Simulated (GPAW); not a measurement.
**Cu in GPAW: convergence with convergence criteria**

Crystal: Cu.

```
Cu
1.0
    -1.44279    1.44279    1.37608
     1.44279   -1.44279    1.37608
     1.44279    1.44279   -1.37608
Cu
1
Direct
  0.00000 0.00000 0.00000
```

This isn't the form of Cu at room conditions, which is fcc.

- Program: GPAW 26.7.0
- Task: convergence study
- Functional: LDA
- Potentials or basis: the program's PAW data sets (release 1.2.1) made for this functional
- Cutoff: 600 eV
- Basis: pw
- k mesh: 10 × 10 × 10
- Occupations: fermi-dirac, width 0.05 eV
- Spin: no spin polarisation

These are the settings of the first run; the series varies convergence criteria, with any setting tied to it.

Hardware: 1 thread of Arm Neoverse N1, on a shared host.

Task: The values tried are density=0.001 energy=0.01 eigenstates=0.0001, default, density=1e-05 energy=1e-05, density=1e-05 forces=0.0001, density=1e-06 energy=1e-06 eigenstates=1e-10, loosest first. From which on does the pressure stay within 0.1 GPa of the tightest run that finished?

Result: From default on.

| convergence criteria | energy less the tightest run, at zero smearing (meV/atom) | pressure (GPa) | SCF cycles | CPU time (s) | peak memory (GiB) |
| --- | --- | --- | --- | --- | --- |
| density=0.001 energy=0.01 eigenstates=0.0001 | 0.00 | -6.75 | 6 | 13 | 0.13 |
| default | 0.00 | -6.55 | 8 | 16 | 0.13 |
| density=1e-05 energy=1e-05 | 0.00 | -6.54 | 10 | 18 | 0.13 |
| density=1e-05 forces=0.0001 | 0.00 | -6.54 | 11 | 19 | 0.13 |
| density=1e-06 energy=1e-06 eigenstates=1e-10 | 0.00 | -6.54 | 11 | 21 | 0.13 |

Against the tightest run, the energy stays within 1 meV/atom from density=0.001 energy=0.01 eigenstates=0.0001 on. The tightest run that finished is the yardstick and may itself not be fully converged.

Caveat, for the tightest run too: with this Cu data set, volumes or pressures lay over 1.5 % or 2 GPa off other programs in two to four cells of ten.
